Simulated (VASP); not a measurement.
Crystal: MnO.

```
CELL_PARAMETERS angstrom
0.00000 2.22200 2.22200
2.22200 0.00000 2.22200
2.22200 2.22200 0.00000
ATOMIC_POSITIONS crystal
Mn 0.00000 0.00000 0.00000
O 0.50000 0.50000 0.50000
```

Base run:

```yaml
Program: VASP 6.6.1
Functional: LDA
Potentials_or_basis: VASP PAW LDA potentials, release 64 (Mn_pv, O)
Cutoff: 520 eV
k_mesh: 7 × 7 × 7
Occupations: gaussian, width 0.05 eV
Spin: collinear spin, ferromagnetic start
Starting_moments: "[4.0, 0.0] μB"
Hubbard_terms: Mn d U = 5 eV
```

Its results: pressure -4.4 GPa; site moments Mn +4.62; O +0.15 μB.

Question: The run is repeated on the same cell with these changes: fixed moment from none to 1 μB. What comes out?

Answer: Pressure -39.1 GPa; site moments Mn +1.01; O +0.00 μB.

Caveats: a cell with one magnetic atom can't hold antiferromagnetic order, which such compounds often take; the moment is held away from its start (some runs); a pressure of tens of GPa on the cell as given is suspect, and the run, the potentials or the cell itself is likely at fault (some runs); the total moment is fixed, so each spin has its own Fermi level (some runs).
